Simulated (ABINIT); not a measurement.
**CdSe (Cadmoselite): single point with LDA**

Crystal: CdSe (Cadmoselite).

```
Cd Se
1.0
     4.30000    0.00000    0.00000
    -2.15000    3.72391    0.00000
     0.00000    0.00000    7.02000
Cd Se
2 2
Direct
  0.66667 0.33333 0.50000
  0.33333 0.66667 0.00000
  0.66667 0.33333 0.88500
  0.33333 0.66667 0.38500
```

```json
{"Program": "ABINIT 10.8.3 (patched build)", "Task": "single point", "Functional": "LDA", "Potentials or basis": "JTH PAW LDA v2.0", "Cutoff": "463 eV", "k mesh": "4 × 4 × 2", "Occupations": "fermi-dirac, width 0.05 eV", "Spin": "no spin polarisation", "Fine-grid cutoff": "925.187 eV"}
```

```yaml
Largest_force: 0.271 eV/Å
Band_gap_on_the_k_mesh: 0.41 eV, direct
Valence_electrons_inside_the_program's_atomic_spheres: Cd 10.46; Se 3.96
```

Forces on the atoms (eV/Å):
```
Cd   0.000  0.000  0.271
Cd   0.000  0.000  0.271
Se   0.000  0.000 -0.271
Se   0.000  0.000 -0.271
```

Levels at points of the mesh, in eV from the valence-band top:
| k point | band 15 | band 16 | band 17 | band 18 | band 19 | band 20 | band 21 | band 22 |
| --- | --- | --- | --- | --- | --- | --- | --- | --- |
| (0.00, 0.00, 0.00) | -0.73 | -0.02 | 0.00 | 0.00 | 0.41 | 1.87 | 5.73 | 5.73 |
| (0.50, 0.00, 0.00) | -2.62 | -1.90 | -1.28 | -0.85 | 3.02 | 3.10 | 4.63 | 5.95 |
| (0.00, 0.00, 0.50) | -0.38 | -0.38 | -0.38 | -0.38 | 2.10 | 2.10 | 5.62 | 5.62 |
| (0.50, 0.00, 0.50) | -1.41 | -1.41 | -1.32 | -1.32 | 2.76 | 2.76 | 4.62 | 4.62 |

Wall time 19 s on 1 thread of Arm Neoverse V1, with other jobs on the host, peak memory 0.12 GiB.

Caveat: the k mesh is coarse (spacing up to 0.45 Å⁻¹), so the values aren't converged.
